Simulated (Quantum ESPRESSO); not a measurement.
BAs: band structure with PBEsol

The system is BAs.

```
CELL_PARAMETERS angstrom
3.23587 0.00000 0.00000
0.00000 3.23587 0.00000
0.00000 0.00000 3.23587
ATOMIC_POSITIONS crystal
B 0.00000 0.00000 0.00000
As 0.50000 0.50000 0.50000
```

The cell was built by a generator and needn't be a form met in nature.

```json
{"Program": "Quantum ESPRESSO 7.5", "Task": "band structure", "Functional": "PBEsol", "Potentials or basis": "SG15 PBE 1.2", "Cutoff": "952 eV", "Density cutoff": "3810 eV", "k mesh": "8 × 8 × 8", "Occupations": "fermi-dirac, width 0.05 eV", "Spin": "no spin polarisation", "Mixing beta": "0.5", "Most SCF iterations": "120", "SCF threshold": "4e-10 Ry"}
```

The pressure is -16.8 GPa. The band gap on the k mesh is none (metal or under the smearing width).

Levels at the corners of the path, in eV from the Fermi level:
| point | band 1 | band 2 | band 3 | band 4 | band 5 | band 6 | band 7 | band 8 |
| --- | --- | --- | --- | --- | --- | --- | --- | --- |
| Γ | -13.32 | -2.29 | -0.53 | -0.53 | -0.53 | 5.82 | 5.82 | 6.77 |
| X | -11.34 | -8.04 | 1.95 | 2.25 | 2.25 | 2.58 | 2.60 | 2.60 |
| M | -9.63 | -5.01 | -5.01 | -4.87 | 3.39 | 3.50 | 5.55 | 5.55 |
| Γ | -13.32 | -2.29 | -0.53 | -0.53 | -0.53 | 5.82 | 5.82 | 6.77 |
| R | -8.25 | -3.04 | -2.23 | -2.23 | -2.23 | -0.95 | -0.95 | -0.95 |
| X | -11.34 | -8.04 | 1.95 | 2.25 | 2.25 | 2.58 | 2.60 | 2.60 |
| M | -9.63 | -5.01 | -5.01 | -4.87 | 3.39 | 3.50 | 5.55 | 5.55 |
| R | -8.25 | -3.04 | -2.23 | -2.23 | -2.23 | -0.95 | -0.95 | -0.95 |

Wall time 12 s on 1 thread of Intel(R) Xeon(R) 6975P-C (Granite Rapids), on a shared host, peak memory 0.09 GiB.

Caveat: the potentials were made for another functional, which shifts forces and pressure.
